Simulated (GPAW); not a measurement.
The system is SiC (Moissanite).

```
Si C
1.0
     3.07600    0.00000    0.00000
    -1.53800    2.66389    0.00000
     0.00000    0.00000    5.04800
Si C
2 2
Direct
  0.66667 0.33333 0.50000
  0.33333 0.66667 0.00000
  0.66667 0.33333 0.88500
  0.33333 0.66667 0.38500
```

```yaml
Program: GPAW 26.7.0
Task: relaxation of cell and atoms
Functional: BP86
Potentials_or_basis: PAW data sets generated in the run's folder for this functional
Cutoff: 800 eV
Basis: pw
k_mesh: 7 × 7 × 4
Occupations: fermi-dirac, width 0.05 eV
Spin: no spin polarisation
```

At the start: pressure 6.0 GPa; volume 10.34 Å³/atom.

**Question.** How do energy, volume and symmetry change on relaxing?

**Answer.** Over 5 steps the energy falls by 14.4 meV/atom and the volume is 10.61 Å³/atom (+2.6 %); space group P6_3mc (No. 186, to 0.05 Å).

The path:
```tsv
step	energy change (eV)	largest force (eV/Å)	pressure (GPa)	volume (Å³)
1	0.0000	0.7679	6.03	41.36
2	-0.0328	0.4131	4.86	41.54
3	-0.0508	0.1089	2.92	41.88
4	-0.0530	0.0804	2.39	41.98
5	-0.0578	0.0027	0.02	42.45
```

Final structure:
```xyz
4
Lattice="3.1031 0.0000 0.0000 -1.5516 2.6874 0.0000 0.0000 0.0000 5.0903" Properties=species:S:1:pos:R:3 pbc="T T T"
Si    1.5516    0.8958    2.5684
Si    0.0000    1.7916    0.0233
C     1.5516    0.8958    4.4816
C     0.0000    1.7916    1.9365
```

Caveat: later steps reuse the first step's grids.
